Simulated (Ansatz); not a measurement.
# An added O started as a split pair with an O atom in cubic perovskite BaZrO3, 41 atoms, charge 0

All numbers come from Ansatz (PAW, plane waves, no spin–orbit coupling) at the single k point (¼, ¼, ¼) without its symmetry partners. The atoms were relaxed with PBEsol in a fixed cell; other functionals are single points on those atoms unless said otherwise. The valence top and gap of the host come from its small cell on a dense mesh, with the band extrema sought between the mesh points, lined up by the mean potential, PBEsol gap 3.17 eV, r²SCAN gap 3.78 eV.

Relaxed structure:

```cif
data_structure
_symmetry_space_group_name_H-M 'P 1'
_symmetry_Int_Tables_number 1
_cell_length_a 8.3620
_cell_length_b 8.3620
_cell_length_c 8.3620
_cell_angle_alpha 90.000
_cell_angle_beta 90.000
_cell_angle_gamma 90.000
_cell_volume 584.69
loop_
_atom_site_label
_atom_site_type_symbol
_atom_site_fract_x
_atom_site_fract_y
_atom_site_fract_z
_atom_site_occupancy
Ba1 Ba 0.99833 0.00498 0.99997 1
Ba2 Ba 0.99271 0.98800 0.50009 1
Ba3 Ba 0.99752 0.49343 0.99932 1
Ba4 Ba 0.99045 0.51398 0.49935 1
Ba5 Ba 0.50189 0.00507 0.99958 1
Ba6 Ba 0.50852 0.98748 0.49985 1
Ba7 Ba 0.50126 0.49389 0.99995 1
Ba8 Ba 0.50794 0.51358 0.49943 1
Zr1 Zr 0.24988 0.24967 0.24630 1
Zr2 Zr 0.24984 0.24964 0.75315 1
Zr3 Zr 0.24979 0.74986 0.24933 1
Zr4 Zr 0.24976 0.74979 0.74999 1
Zr5 Zr 0.74988 0.24987 0.24822 1
Zr6 Zr 0.74963 0.24978 0.75104 1
Zr7 Zr 0.74980 0.74994 0.24654 1
Zr8 Zr 0.74979 0.74978 0.75274 1
O1 O 0.24932 0.24642 0.99957 1
O2 O 0.16362 0.25433 0.49969 1
O3 O 0.25022 0.75467 0.99967 1
O4 O 0.24921 0.74591 0.49967 1
O5 O 0.75022 0.25784 0.99967 1
O6 O 0.74921 0.24275 0.49965 1
O7 O 0.74920 0.74287 0.99962 1
O8 O 0.75016 0.75560 0.49963 1
O9 O 0.99746 0.25133 0.22764 1
O10 O 0.99743 0.24700 0.77111 1
O11 O 0.99973 0.74838 0.25236 1
O12 O 0.99954 0.75191 0.74670 1
O13 O 0.50202 0.24769 0.22732 1
O14 O 0.50200 0.25144 0.77252 1
O15 O 0.49999 0.75196 0.25354 1
O16 O 0.49979 0.74758 0.74594 1
O17 O 0.24764 0.00115 0.25916 1
O18 O 0.25127 0.00105 0.74000 1
O19 O 0.25229 0.49843 0.25192 1
O20 O 0.24761 0.49826 0.74780 1
O21 O 0.75154 0.99882 0.24422 1
O22 O 0.74760 0.99853 0.75491 1
O23 O 0.74805 0.50111 0.25753 1
O24 O 0.75164 0.50082 0.74183 1
O25 O 0.33667 0.25017 0.49927 1
```

Chemical potentials μ are those of reference phases of the elements at zero temperature by the same functional (the usual solids, diamond for C, grey Sn, and the molecules H2, N2, O2, F2, Cl2, Br2 and S8).

| functional | E(defect) − E(host) − Σ nμ + q·E_VBM (eV) | monopole (eV) | alignment (eV) | formation energy at E_F = VBM (eV) | moment (μB) | wall time, shared host |
| --- | --- | --- | --- | --- | --- | --- |
| PBEsol | 0.75 | 0.00 | 0.00 | 0.75 | 0 (no spin) | 32 s on 8 threads of Platinum 8259CL (relaxation) |

Q: Estimate the formation energy and moment that r²SCAN gives on these atoms.

A: 1.09 eV at E_F = VBM, moment 0 (no spin).

r²SCAN one-electron levels near the gap (the ten most localised at most), from the host's valence top:

```
level (eV)  spin  filling  atoms sharing it  element of the atom with most weight
     -0.30  both     2.00              11.7                                     O
     -0.26  both     2.00              14.2                                spread
     -0.19  both     2.00              11.9                                     O
     -0.14  both     2.00              13.8                                spread
     -0.07  both     2.00              21.1                                spread
     -0.04  both     2.00              17.4                                spread
      0.21  both     2.00               6.4                                     O
```

All elements are taken at their own reference at once; growth conditions in equilibrium with the host shift these energies, by up to the host's formation enthalpy.

The ideal cubic host may itself distort, and that gain is in these energies.

One k point and a cell of this size can leave errors of several tenths of an eV in such numbers.
